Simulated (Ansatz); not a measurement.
CdS: energy along a strain

CdS, F-43m, a = 5.820 Å (as given, not relaxed at this level: 1.9 GPa). This isn't the usual stable structure of the compound. Ansatz: r2SCAN, PAW, 500 eV, Γ-centred 8×8×8 mesh on 2 atoms, Gaussian smearing 0.05 eV; no spin polarisation. Cell vectors (Å): 0.000 2.910 2.910; 2.910 0.000 2.910; 2.910 2.910 0.000. The cell is strained by x per cent times the pattern (0 1 0 0 0 0) in the order xx yy zz yz xz xy (engineering shears), with fractional coordinates held. y is the free energy over the start, V0 = 24.642 Å³/atom.

| x (%) | y (meV/atom) |
| --- | --- |
| -6.00 | ? |
| -4.50 | 26.02 |
| -3.00 | 14.47 |
| -1.50 | 5.81 |
| 0.00 | 0.00 |
| 1.50 | -3.07 |
| 3.00 | -3.44 |
| 4.50 | -1.20 |
| 5.25 | 0.88 |
| 6.00 | 3.58 |

**Question.** Fit y = c1 x + c2 x² + c3 x³ to the other rows, get the stiffness along the pattern, and predict the missing energy.

**Answer.** Least squares on the rows shown. y = −2.9528 x + 0.61282 x² − 0.0035339 x³. The clamped-ion stiffness p·C·p = 2 × 6.128 eV × 160.2 / 24.642 Å³ = 80 GPa, which is C22 in these axes (C11 of the cubic crystal) (second derivative at the start, which stands under stress). At x = -6.00 the fit asked for gives 40.54 meV/atom. The run gave 40.56 meV/atom, so the fit is 0.02 meV/atom too low, a small miss on the scale of the series.